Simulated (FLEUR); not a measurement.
Runs of FLEUR MaX-R8.1 (later development tree) on Bi2Te2Se. Symmetry: R-3m, No. 166, trigonal system. The conventional cell has a = 4.322 Å, b = 4.322 Å, c = 31.757 Å, α = 90.00°, β = 90.00°, γ = 120.00°. Around Bi (site symmetry 3m) lie 3 Te at 3.05 Å and 3 Se at 3.11 Å. Around Te (site symmetry 3m) lie 3 Bi at 3.05 Å. Around Se (site symmetry -3m) lie 6 Bi at 3.11 Å. The cell is a database's computed one.

```tsv
task	level	muffin-tin radii	max iterations	mixer history	density convergence	gap on the mesh (eV)
band structure	LDA	Bi 2.66, Te 2.53, Se 2.66 bohr	60	15	1e-05 me/bohr^3	(a)
single point	PBEsol	Bi 2.66, Te 2.48, Se 2.66 bohr	60	15	1e-05 me/bohr^3	0.41
band structure	r2SCAN	Bi 2.66, Te 2.53, Se 2.66 bohr	80	30	0.0001 me/bohr^3	0.74
band structure	PBEsol	Bi 2.66, Te 2.53, Se 2.66 bohr	60	15	1e-05 me/bohr^3	0.41
```

Alike in all rows: potentials or basis all-electron, FLAPW; no spin polarisation; cell as given; k mesh 7 × 7 × 7; smearing fermi-dirac 0.05 eV; kmax 4.1 1/bohr.

Question: Fill in the values left out.

Answer: (a) 0.37.

Caveats: spin-orbit coupling is left out, which as a rule narrows the gap of such compounds by several tenths of an eV; an odd mesh through Γ misses points on the zone boundary, where band edges often lie (some runs); the meta-GGA is that of a development version, with a GGA for the radial functions and cores and without core tails (some runs).

A k mesh can miss the band edges, and the runs leave out spin-orbit coupling on Bi, Se, Te.

Not every run made on this cell is shown here.
